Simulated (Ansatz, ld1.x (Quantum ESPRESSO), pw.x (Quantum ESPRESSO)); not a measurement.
# What a changed setting does to a pw.x run (fcc Ta)

Potential: norm-conserving Troullier–Martins (Kleinman–Bylander form), ld1.x (Quantum ESPRESSO) 7.5, PBE; core [Xe] 4f14, reference 5d3 6s0 6p0; waves: 6p (bound, empty): rc 2.85 bohr; 5d (bound): rc 2.10 bohr; 6s (bound, empty): rc 2.45 bohr; local part: the s channel; core correction: Bessel-smoothed model core, default radius (core density twice the valence density).

The reference run (k-mesh 13³, cutoffs 50/200 Ry, Fermi–Dirac 0.01 Ry, mixing_beta 0.4, conv_thr 1e-9, no spin) gives 1.70 GPa at 18.931 Å³/atom, where all-electron LAPW gives -0.85 GPa. This run, with its own iteration cap, changes degauss to 0.02.

```
&control
  calculation='scf', prefix='x', pseudo_dir='./', outdir='./tmp', tstress=.true., disk_io='none'
/
&system
  ibrav=0, nat=1, ntyp=1, ecutwfc=50, ecutrho=200, nbnd=9,
  occupations='smearing', smearing='fd', degauss=0.02
/
&electrons
  conv_thr=1e-09, mixing_beta=0.4, electron_maxstep=60
/
ATOMIC_SPECIES
Ta 1.0 Ta.UPF
CELL_PARAMETERS angstrom
  0.00000000 2.11534489 2.11534489
  2.11534489 0.00000000 2.11534489
  2.11534489 2.11534489 0.00000000
ATOMIC_POSITIONS crystal
Ta 0.0000 0.0000 0.0000
K_POINTS automatic
13 13 13 0 0 0
```

```bash
pw.x < Ta.scf.in > Ta.scf.out
```

Task: How does the run end?

Result: It converges in 10 iterations; the free energy moves by -113.8 meV/atom and the pressure by +0.93 GPa. In a metal, with Fermi–Dirac smearing, F lies below its zero-width value by a term in the square of the width.

```
Message from routine setup:
     using ibrav=0 with symmetry is DISCOURAGED, use correct ibrav instead
     lattice parameter (alat)  =       5.6532  a.u.
     unit-cell volume          =     127.7527 (a.u.)^3
     number of electrons       =         5.00
     number of Kohn-Sham states=            9
     kinetic-energy cutoff     =      50.0000  Ry
     charge density cutoff     =     200.0000  Ry
     scf convergence threshold =      1.0E-09
     Exchange-correlation= PBE
     number of k points=    84  Fermi-Dirac smearing, width (Ry)=  0.0200
     iteration #  1     ecut=    50.00 Ry     beta= 0.40
     total energy              =     -31.81912899 Ry
     estimated scf accuracy    <       0.79133046 Ry
     iteration #  2     ecut=    50.00 Ry     beta= 0.40
     total energy              =     -31.71394704 Ry
     estimated scf accuracy    <       0.19134709 Ry
     iteration #  3     ecut=    50.00 Ry     beta= 0.40
     total energy              =     -31.74850111 Ry
     estimated scf accuracy    <       0.00427280 Ry
     [... 4 iterations left out ...]
     iteration #  8     ecut=    50.00 Ry     beta= 0.40
     total energy              =     -31.74943185 Ry
     estimated scf accuracy    <          1.5E-09 Ry
     iteration #  9     ecut=    50.00 Ry     beta= 0.40
     total energy              =     -31.74943185 Ry
     estimated scf accuracy    <          1.1E-09 Ry
     iteration # 10     ecut=    50.00 Ry     beta= 0.40
     the Fermi energy is    11.6300 ev
!    total energy              =     -31.74943185 Ry
     estimated scf accuracy    <          1.4E-10 Ry
     smearing contrib. (-TS)   =      -0.02225851 Ry
     The total energy is F=E-TS. E is the sum of the following terms:
     one-electron contribution =       8.32975088 Ry
     hartree contribution      =       0.05611876 Ry
     xc contribution           =     -25.77611058 Ry
     ewald contribution        =     -14.33693239 Ry
     convergence has been achieved in  10 iterations
          total   stress  (Ry/bohr**3)                   (kbar)     P=       26.27
     Message from routine punch:
     Nothing written, as per user request (disk_io='none')
```

The run took about 6.6 s on one core of a shared host (Neoverse-V1, 32 threads, 247 GiB, load 12).
